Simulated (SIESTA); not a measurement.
CuO:

```
CELL_PARAMETERS angstrom
3.17953 0.00000 0.00000
-1.58977 2.75356 0.00000
0.00000 0.00000 4.43149
ATOMIC_POSITIONS crystal
Cu 0.00000 0.00000 0.00000
Cu 0.00000 0.00000 0.50000
O 0.33333 0.66667 0.25000
O 0.66667 0.33333 0.75000
```

Measurements of this composition are mostly on another form, of space group No. 15.

```yaml
Program: SIESTA 5.4.2
Task: single point
Functional: PBE
Potentials_or_basis: PseudoDojo 0.4 standard (PBE files)
Basis: DZP (energy shift 0.003 Ry; two zetas on semicore shells)
Grid_cutoff: 800 Ry
Energy_shift: 0.003 Ry
k_mesh: 10 × 10 × 6
Occupations: fermi-dirac, width 0.05 eV
Spin: no spin polarisation
```

On this cell: pressure 8.1 GPa; largest force under 0.003 eV/Å; band gap on the k mesh none (metal or under the smearing width).

The same run follows on a disturbed copy (atoms moved at random, drawn with an rms of 0.05 Å):

```
Cu O
1.0
     3.17953    0.00000    0.00000
    -1.58977    2.75356    0.00000
     0.00000    0.00000    4.43149
Cu O
2 2
Direct
  0.01436 0.01355 0.00438
  0.97942 0.99493 0.49380
  0.33283 0.66080 0.25024
  0.65334 0.31795 0.74586
```

What changes?

The energy (extrapolated to zero smearing) moves by +8.7 meV/atom; pressure 8.7 GPa; largest force 1.170 eV/Å; band gap on the k mesh none (metal or under the smearing width).

Forces on the atoms (eV/Å):
```
Cu   0.114 -0.149 -1.155
Cu   0.019 -0.225  1.144
O   -0.108  0.164 -0.060
O   -0.024  0.208  0.069
```

Stress tensor (GPa, compression positive):
```
-8.54 -0.18 -0.43
-0.18 -7.73  0.00
-0.43  0.00 42.26
```

Caveats: short orbitals over semicore shells can move pressures by several GPa; the basis of atomic orbitals isn't converged, which shifts pressures, moduli and gaps; the run has no spin polarisation, though such a crystal can be magnetic; semilocal functionals often make such compounds metallic where correlation or magnetic order opens a gap, which also shifts bond lengths.
